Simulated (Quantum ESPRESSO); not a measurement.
Write the native input for Quantum ESPRESSO 7.5 that does the following.

- Task: real-space fields
- Functional: LDA
- Potentials or basis: SG15 PBE 1.2
- Cutoff: 952 eV
- Density cutoff: 3810 eV
- k mesh: 9 × 9 × 9
- Occupations: cold, width 0.2 eV
- Spin: collinear spin, ferromagnetic start
- Starting moments: [1.0, 0.0] μB
- Fixed moment: 0 μB
- Form of the LDA correlation: PZ81
- Mixing beta: 0.3
- Most SCF iterations: 120
- SCF threshold: 4e-10 Ry

NiO:

```
Ni O
1.0
     0.00000    2.08590    2.08590
     2.08590    0.00000    2.08590
     2.08590    2.08590    0.00000
Ni O
1 1
Cartesian
  -0.0145 0.0492 -0.0409
  2.0138 2.0308 2.1390
```

The cell isn't the ideal one: atoms moved at random, drawn with an rms of 0.1 Å.

The input as run:

pw.in

```
&CONTROL
  calculation = 'scf'
  prefix = 'pwscf'
  outdir = './tmp'
  pseudo_dir = './pseudo'
  tprnfor = .true.
  tstress = .true.
  disk_io = 'low'
/
&SYSTEM
  ibrav = 0
  nat = 2
  ntyp = 2
  ecutwfc = 70
  nbnd = 22
  input_dft = 'pz'
  occupations = 'smearing'
  smearing = 'mv'
  degauss = 0.01469973
  nspin = 2
  starting_magnetization(1) = 0.0556
  starting_magnetization(2) = 0
  tot_magnetization = 0
/
&ELECTRONS
  conv_thr = 4d-10
  electron_maxstep = 120
  mixing_beta = 0.3
/
ATOMIC_SPECIES
Ni    58.6934 Ni_ONCV_PBE-1.2.upf
O     15.9990 O_ONCV_PBE-1.2.upf
CELL_PARAMETERS angstrom
   0.0000000000    2.0859016414    2.0859016414
   2.0859016414    0.0000000000    2.0859016414
   2.0859016414    2.0859016414    0.0000000000
ATOMIC_POSITIONS angstrom
Ni    -0.0145387344    0.0491521863   -0.0408502977
O      2.0137503036    2.0308004636    2.1389961818
K_POINTS automatic
9 9 9 0 0 0
```

pp_density.in

```
&INPUTPP
  prefix = 'pwscf'
  outdir = './tmp'
  filplot = 'density.dat'
  plot_num = 0
/
&PLOT
  nfile = 1
  filepp(1) = 'density.dat'
  iflag = 3
  output_format = 6
  fileout = 'density.cube'
/
```

pp_potential.in

```
&INPUTPP
  prefix = 'pwscf'
  outdir = './tmp'
  filplot = 'potential.dat'
  plot_num = 11
/
&PLOT
  nfile = 1
  filepp(1) = 'potential.dat'
  iflag = 3
  output_format = 6
  fileout = 'potential.cube'
/
```

pp_spin.in

```
&INPUTPP
  prefix = 'pwscf'
  outdir = './tmp'
  filplot = 'spin.dat'
  plot_num = 6
/
&PLOT
  nfile = 1
  filepp(1) = 'spin.dat'
  iflag = 3
  output_format = 6
  fileout = 'spin.cube'
/
```

pp_elf.in

```
&INPUTPP
  prefix = 'pwscf'
  outdir = './tmp'
  filplot = 'elf.dat'
  plot_num = 8
/
&PLOT
  nfile = 1
  filepp(1) = 'elf.dat'
  iflag = 3
  output_format = 6
  fileout = 'elf.cube'
/
```

Potentials or basis: SG15 PBE 1.2.

The run is started by

```bash
$ OMP_NUM_THREADS=1 pw.x -in pw.in > pw.out
$ OMP_NUM_THREADS=1 pp.x -in pp_density.in > pp_density.out
$ OMP_NUM_THREADS=1 pp.x -in pp_potential.in > pp_potential.out
$ OMP_NUM_THREADS=1 pp.x -in pp_spin.in > pp_spin.out
$ OMP_NUM_THREADS=1 pp.x -in pp_elf.in > pp_elf.out
```

Results of the run:

* Largest force: 0.496 eV/Å
* Net moment: 0.00 μB per cell
* Absolute moment: 0.00 μB per cell
* Valence electrons inside the program's atomic spheres: Ni 15.46; O 5.34

Caveat: the potentials were made for another functional, which shifts forces and pressure; the total moment is fixed, so each spin has its own Fermi level.

Wall time 5.9 min on 1 thread of Arm Neoverse V2 (shared host), peak memory 0.33 GiB.
